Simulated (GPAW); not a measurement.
# Optical response of BeS, part 2 of 2

Aim: the dielectric function of BeS, and the optical constants that follow from it. The cell comes from an older database entry, whose edges can differ from later determinations, mostly by under a per cent.

GPAW 26.7.0; DFT, LDA, plane-wave PAW (GPAW data sets), scalar-relativistic, RPA, optical limit.

So far. Step 2 (Ground state): There is a gap, 2.90 eV on this mesh (points off the mesh can give less), so no carriers' term is needed.

The database entry behind the starting cell differs from later determinations by our own check (0.1 to 0.3 % short, probably kX units), so it need not match the best structure at ambient conditions.

## 4. Dielectric function, RPA (continued)

Values under the direct gap are tails of Lorentzian lines. The Im ε, E ∥ x by photon energy; read off at these points:

photon energy (eV), Im ε, E ∥ x and a bar:
```
      0.0        0.0 
      1.0        0.0 
      2.0        0.0 
      3.0        0.1 
      4.0        0.1 
      5.0        0.5 #
      6.0        7.9 ###############
      6.8       15.8 ##############################
      7.0       13.6 ##########################
      8.0        8.5 ################
      9.0        6.8 #############
     10.0        2.8 #####
     11.0        3.0 ######
     12.0        1.8 ###
     13.0        1.8 ###
     14.0        1.2 ##
     15.0        0.9 ##
     16.0        0.7 #
     17.0        0.6 #
     18.0        0.6 #
     19.0        0.4 #
     20.0        0.6 #
     21.0        0.4 #
     22.0        0.3 #
     23.0        0.2 
     24.0        0.2
```

The Re ε, E ∥ x by photon energy:

| photon energy (eV) | Re ε, E ∥ x |
| --- | --- |
| 0.0 | 5.12 |
| 0.5 | 5.14 |
| 1.0 | 5.19 |
| 1.5 | 5.29 |
| 2.0 | 5.44 |
| 2.5 | 5.65 |
| 3.0 | 5.93 |
| 3.5 | 6.33 |
| 4.0 | 6.91 |
| 4.5 | 7.80 |
| 5.0 | 9.38 |
| 5.5 | 12.9 |
| 6.0 | 13.3 |
| 6.5 | 10.2 |
| 7.0 | 1.97 |
| 7.5 | -1.57 |
| 8.0 | -1.35 |
| 8.5 | -1.05 |
| 9.0 | -1.80 |
| 9.5 | -3.33 |
| 10.0 | -2.29 |
| 10.5 | -1.05 |
| 11.0 | -2.29 |
| 11.5 | -1.78 |
| 12.0 | -0.862 |
| 12.5 | -1.07 |
| 13.0 | -0.898 |
| 13.5 | -0.958 |
| 14.0 | -0.725 |
| 14.5 | -0.894 |
| 15.0 | -0.492 |
| 15.5 | -0.459 |
| 16.0 | -0.478 |
| 16.5 | -0.376 |
| 17.0 | -0.207 |
| 17.5 | -0.179 |
| 18.0 | -0.153 |
| 18.5 | -0.0217 |
| 19.0 | -0.0126 |
| 19.5 | 0.132 |
| 20.0 | 0.0272 |
| 20.5 | 0.0345 |
| 21.0 | 0.166 |
| 21.5 | 0.0862 |
| 22.0 | 0.110 |
| 22.5 | 0.170 |
| 23.0 | 0.211 |
| 23.5 | 0.267 |
| 24.0 | 0.276 |
| 24.5 | 0.351 |

Values under the direct gap are tails of Lorentzian lines. Im ε, E ∥ x against photon energy; read off at these points:

| photon energy (eV) | without local fields | with local fields |
| --- | --- | --- |
| 0.0 | 0 | 0 |
| 1.0 | 0.0191 | 0.0153 |
| 2.0 | 0.0438 | 0.0350 |
| 3.0 | 0.0849 | 0.0676 |
| 4.0 | 0.178 | 0.141 |
| 5.0 | 0.588 | 0.459 |
| 6.0 | 10.5 | 7.89 |
| 6.8 | 20.5 | 15.8 |
| 7.0 | 17.7 | 13.6 |
| 8.0 | 10.4 | 8.49 |
| 9.0 | 7.32 | 6.77 |
| 10.0 | 2.68 | 2.77 |
| 11.0 | 2.60 | 3.02 |
| 12.0 | 1.92 | 1.76 |
| 13.0 | 1.62 | 1.82 |
| 14.0 | 1.01 | 1.15 |
| 15.0 | 0.811 | 0.949 |
| 16.0 | 0.563 | 0.717 |
| 17.0 | 0.518 | 0.640 |
| 18.0 | 0.380 | 0.562 |
| 19.0 | 0.308 | 0.403 |
| 20.0 | 0.317 | 0.598 |
| 21.0 | 0.244 | 0.423 |
| 22.0 | 0.107 | 0.272 |
| 23.0 | 0.0878 | 0.225 |
| 24.0 | 0.0732 | 0.182 |

Refractive index n and extinction k against photon energy:

| photon energy (eV) | n | k |
| --- | --- | --- |
| 0.0 | 2.26 | 0 |
| 0.5 | 2.27 | 0.00164 |
| 1.0 | 2.28 | 0.00336 |
| 1.5 | 2.30 | 0.00527 |
| 2.0 | 2.33 | 0.00751 |
| 2.5 | 2.38 | 0.0103 |
| 3.0 | 2.44 | 0.0139 |
| 3.5 | 2.52 | 0.0189 |
| 4.0 | 2.63 | 0.0268 |
| 4.5 | 2.79 | 0.0407 |
| 5.0 | 3.06 | 0.0748 |
| 5.5 | 3.61 | 0.385 |
| 6.0 | 3.79 | 1.04 |
| 6.5 | 3.65 | 1.78 |
| 7.0 | 2.80 | 2.42 |
| 7.5 | 2.20 | 2.53 |
| 8.0 | 1.90 | 2.23 |
| 8.5 | 1.69 | 1.98 |
| 9.0 | 1.61 | 2.10 |
| 9.5 | 1.01 | 2.08 |
| 10.0 | 0.808 | 1.72 |
| 10.5 | 1.01 | 1.44 |
| 11.0 | 0.867 | 1.74 |
| 11.5 | 0.657 | 1.49 |
| 12.0 | 0.740 | 1.19 |
| 12.5 | 0.688 | 1.24 |
| 13.0 | 0.752 | 1.21 |
| 13.5 | 0.663 | 1.18 |
| 14.0 | 0.564 | 1.02 |
| 14.5 | 0.503 | 1.07 |
| 15.0 | 0.537 | 0.883 |
| 15.5 | 0.553 | 0.875 |
| 16.0 | 0.438 | 0.818 |
| 16.5 | 0.437 | 0.753 |
| 17.0 | 0.482 | 0.663 |
| 17.5 | 0.502 | 0.656 |
| 18.0 | 0.464 | 0.606 |
| 18.5 | 0.469 | 0.491 |
| 19.0 | 0.443 | 0.456 |
| 19.5 | 0.557 | 0.423 |
| 20.0 | 0.559 | 0.535 |
| 20.5 | 0.450 | 0.409 |
| 21.0 | 0.557 | 0.379 |
| 21.5 | 0.489 | 0.391 |
| 22.0 | 0.449 | 0.303 |
| 22.5 | 0.491 | 0.265 |
| 23.0 | 0.510 | 0.221 |
| 23.5 | 0.551 | 0.191 |
| 24.0 | 0.551 | 0.165 |
| 24.5 | 0.610 | 0.145 |

The loss function −Im 1/ε at q → 0, E ∥ x has structure finer than the step of the table below, so its rows give means over 1 eV, whole bins alone (the curve runs from 0 to 25.0 eV). Peaks (eV: height): 19.1: 2.55, 20.6: 2.76, 22.0: 3.17.

Values under the direct gap are tails of Lorentzian lines. The loss function −Im 1/ε at q → 0, E ∥ x by energy loss; means over each step:

| energy loss (eV) | loss function −Im 1/ε at q → 0, E ∥ x |
| --- | --- |
| 1 | 5.7e-4 |
| 2 | 0.00119 |
| 3 | 0.00193 |
| 4 | 0.00298 |
| 5 | 0.00630 |
| 6 | 0.0345 |
| 7 | 0.0691 |
| 8 | 0.123 |
| 9 | 0.137 |
| 10 | 0.226 |
| 11 | 0.257 |
| 12 | 0.394 |
| 13 | 0.451 |
| 14 | 0.531 |
| 15 | 0.765 |
| 16 | 0.930 |
| 17 | 1.40 |
| 18 | 1.73 |
| 19 | 2.17 |
| 20 | 1.94 |
| 21 | 2.29 |
| 22 | 2.78 |
| 23 | 2.27 |
| 24 | 1.52 |

Optical constants at common wavelengths, from n + ik = √ε:

| wavelength (nm) | n | k | R (%) | 1/α |
| --- | --- | --- | --- | --- |
| 1550 | 2.27 | 0.003 | 15.1 | 46 µm |
| 633 | 2.33 | 0.007 | 15.9 | 6.9 µm |
| 450 | 2.40 | 0.012 | 17.0 | 3.0 µm |
| 405 | 2.44 | 0.014 | 17.6 | 2.2 µm |
| 365 | 2.50 | 0.018 | 18.3 | 1.6 µm |
| 308 | 2.64 | 0.027 | 20.3 | 899 nm |
| 248 | 3.06 | 0.075 | 25.8 | 264 nm |

Below the direct gap, k and the depth come from the tails of the Lorentzian lines, not from transitions.

Rows near the edge hang on the gap, which this functional as a rule makes too small, and phonon-assisted absorption is left out.

## 5. What came out

```json
{"electronic dielectric constant ε∞, mean over x, y and z (by symmetry where fewer were run) (RPA)": "5.12", "main peak of Im epsilon, first axis": "6.82 eV", "centre of weight of the strongest loss peak in the window, first axis": "21.2 eV"}
```

What this shows: At this level (LDA, RPA) BeS has ε∞ = 5.12 and n = 2.27 at 1550 nm, and Im ε peaks at 6.8 eV. On the mesh the gap is 2.90 eV and the least direct gap 5.49 eV, so on this mesh the band edges lie at different points. Local fields change the static value along x from 5.84 to 5.12 (-12 %). Distinct maxima of Im ε, read by a parabola through the highest points, lie at 6.82 eV (16), 7.97 eV (8.6), 8.66 eV (7.1) and 9.06 eV (7.1). Excitons and phonon-assisted transitions are missing; LDA gaps are as a rule too small, which pulls the onset down and ε∞ up. The sum runs over mesh points, so small or evenly spaced maxima can still be ripples of the mesh.

[Machine, clock and banner lines and Python warnings are left out of the logs.]

[Logs are printed without paths, hosts, clocks, repeated set-up lines and the standing remarks that a program may print on its own settings, such as how far it seeks lower states.]

[Hosts, paths, dates, database ids (printed as entryN), source tags and the programs' standing remarks are cut or masked in the printed files.]
